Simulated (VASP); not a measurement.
Set up this calculation in VASP 6.6.1, as the native input.

```yaml
Task: evGW0 quasiparticle levels
Functional: PBE
Potentials_or_basis: VASP PAW PBE potentials, release 64 (C_GW)
Cutoff: 450 eV
k_mesh: 6 × 6 × 6
Occupations: gaussian, width 0.01 eV
Spin: no spin polarisation
GW_scheme: evGW0
GW_iterations: 4
Cutoff_of_the_response_function: 120
Frequency_points: 50
Empty_bands: 33
Further_INCAR_settings: ALGO = EVGW0; EDIFF = 1e-08; NBANDS = 37
```

The system is C.

```xyz
2
Lattice="0.0000 1.7834 1.7834 1.7834 0.0000 1.7834 1.7834 1.7834 0.0000" Properties=species:S:1:pos:R:3 pbc="T T T"
C     2.6751    2.6751    2.6751
C     1.7834    1.7834    1.7834
```

This isn't the form of C at room conditions, which is graphite.

The input as run:

POSCAR

```
C
1.0
    0.0000000000      1.7833700000      1.7833700000
    1.7833700000      0.0000000000      1.7833700000
    1.7833700000      1.7833700000      0.0000000000
C
2
Direct
    0.7500000000      0.7500000000      0.7500000000
    0.5000000000      0.5000000000      0.5000000000
```

INCAR.step1

```
ALGO = Normal
EDIFF = 1E-8
ENCUT = 450
GGA = PE
ISMEAR = 0
LASPH = T
LCHARG = F
LREAL = F
LWAVE = T
NELM = 80
PREC = Accurate
SIGMA = 0.01
```

INCAR.step2

```
ALGO = Exact
EDIFF = 1E-8
ENCUT = 450
GGA = PE
ISMEAR = 0
ISTART = 1
LASPH = T
LCHARG = F
LOPTICS = T
LREAL = F
LWAVE = T
NBANDS = 37
NELM = 1
PREC = Accurate
SIGMA = 0.01
```

INCAR.step3

```
ALGO = EVGW0
EDIFF = 1E-8
ENCUT = 450
ENCUTGW = 120
GGA = PE
ISMEAR = 0
ISTART = 1
LASPH = T
LCHARG = F
LREAL = F
LWAVE = F
NBANDS = 37
NBANDSGW = 12
NELMGW = 4
NOMEGA = 50
PREC = Accurate
PRECFOCK = Fast
SIGMA = 0.01
```

KPOINTS

```
k-points
0
Gamma
  6 6 6
```

Potentials or basis: VASP PAW PBE potentials, release 64 (C_GW).

Command:

```console
$ cat potpaw_PBE.64/C_GW/POTCAR > POTCAR
$ cp INCAR.step1 INCAR
$ mpirun -np 1 vasp_std > vasp.out
$ cp INCAR.step2 INCAR
$ mpirun -np 1 vasp_std > vasp.out
$ cp INCAR.step3 INCAR
$ mpirun -np 1 vasp_std > vasp.out
```

It gave:

The band gap on the k mesh, mean-field level is 4.15 eV, indirect (least direct gap 5.59 eV) and the quasiparticle gap is 5.51 eV. The least direct quasiparticle gap is 7.43 eV.

Caveat: the k mesh is coarse (spacing up to 0.51 Å⁻¹), so the values aren't converged; bands, screening cutoff and mesh are small and nothing is extrapolated, so the quasiparticle values aren't converged.

It took 82 s on 1 thread of Intel(R) Xeon(R) Platinum 8488C (Sapphire Rapids) (shared host), peak memory 0.17 GiB.
